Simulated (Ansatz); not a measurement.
**Elastic constants of Ta at 15 GPa (stress–strain coefficients): input and output**

All numbers below come from DFT PBE, scalar-relativistic, plane waves, PAW (Ansatz).

Launched with:
```bash
ansatz run input.yaml --threads 1 --pin off --max-ram 3072MiB --backend cpu --events-out ev --progress --plain --runs-dir out
```

Input (bare energies are in eV):
```yaml
crystal:
  lattice:
    - [0.0, 2.064372702, 2.064372702]
    - [2.064372702, 0.0, 2.064372702]
    - [2.064372702, 2.064372702, 0.0]
  atoms:
    - { symbol: Ta, position: [0.0, 0.0, 0.0] }
basis:
  ecutwfc: 420
kpoints:
  mp_grid: { grid: [20, 20, 20] }
hamiltonian:
  xc: pbe
scf:
  occupations: { method: fermi_dirac, width: 0.15 }
output:
  forces: true
  stress: true
  eigenvalues: true
elastic:
  mode: relaxed_ion
  amplitude: 0.005
```

From the output:
```
--- Elastic constants: 2 strain directions × 4 members + reference (group order 48) ---
  dense FFT box of the reference and of every strained cell: 20×20×20
  strains applied: 11, 23; error gains: componentwise 1.00 (the most a stress slope's error grows in a printed constant), spectral 1.73 (1 for all six strains in a standard setting)
  C = ∂σ_k/∂η_j (tension-positive GPa; Voigt order 11 22 33 23 13 12):
       112.573    308.338    308.338      0.000      0.000     -0.000
       308.338    112.573    308.338     -0.000      0.000     -0.000
       308.338    308.338    112.573     -0.000     -0.000     -0.000
         0.000     -0.000      0.000     38.788      0.000     -0.000
         0.000     -0.000     -0.000     -0.000     38.788     -0.000
         0.000     -0.000      0.000     -0.000      0.000     38.788
  reference stress σ⁰ (GPa):    -14.984    -14.984    -14.984      0.000     -0.000      0.000
  C* (energy form; C + prestress term) asymmetry max|C*_kj − C*_jk| = 1.137e-13 GPa — a small one proves nothing (zero by symmetry where the batch's group is 432, −43m or m−3m); a large one is finite-difference/SCF noise where every solve ...
  moduli (Voigt/Reuss/Hill, GPa): K = 243.08/243.08/243.08   G = -15.88/87.86/35.99   E = 102.89   ν = 0.429
  mechanically stable: NO (min eigenvalue of sym C = -195.77 GPa)
  strain η (Voigt 11):  stress-route row diagonal C_11 = 112.57 GPa, energy-path curvature d²(F+E_count+ΔE)/dδ²/Ω₀ = 112.57 GPa
    cells at ±δ against ±2δ: C21 308.30 and 308.19 GPa, apart by 0.04 % of the column's largest entry
         δ    σ_11 (GPa) F (eV) n_scf n_hpsi n_pw
    -1.000e-2     -16.0372       -9931.9839890       7  125045    352   relax 0 steps, max|allowed force component| 0.00e0 eV/Å
    -5.000e-3     -15.5283       -9931.9926577       3  107217    356   relax 0 steps, max|allowed force component| 0.00e0 eV/Å
     5.000e-3     -14.4025       -9932.0091063       3  103838    360   relax 0 steps, max|allowed force component| 0.00e0 eV/Å
     1.000e-2     -13.7855       -9932.0168463       6  112875    360   relax 0 steps, max|allowed force component| 0.00e0 eV/Å
  strain η (Voigt 23):  stress-route row diagonal C_44 = 38.79 GPa, energy-path curvature d²(F+E_count+ΔE)/dδ²/Ω₀ = 46.28 GPa
    cells at ±δ against ±2δ: C44 38.78 and 38.77 GPa, apart by 0.04 % of the column's largest entry
         δ    σ_23 (GPa) F (eV) n_scf n_hpsi n_pw
    -1.000e-2      -0.3877       -9932.0007827       7  223394    358   relax 0 steps, max|allowed force component| 0.00e0 eV/Å
    -5.000e-3      -0.1939       -9932.0009736       3  188938    360   relax 0 steps, max|allowed force component| 0.00e0 eV/Å
     5.000e-3       0.1939       -9932.0009736       3  185358    360   relax 0 steps, max|allowed force component| 0.00e0 eV/Å
     1.000e-2       0.3877       -9932.0007827       5  196879    358   relax 0 steps, max|allowed force component| 0.00e0 eV/Å
```

Time: 2.5 min on 1 thread of Intel(R) Xeon(R) Platinum 8175M CPU @ 2.50GHz (Skylake/Cascade Lake), with other jobs on the host, peak memory 0.56 GiB.

In a metal, frequencies and elastic constants depend on the k mesh and the smearing, soft modes and shear constants most. Spin–orbit coupling is left out, which can shift energies with elements as heavy as these. Other phases may be more stable at this pressure.

As the tensor has a negative eigenvalue, the Reuss and Hill moduli of a polycrystal, and E and ν formed from them, have no physical meaning here.

This fcc form isn't the element's structure at ambient conditions.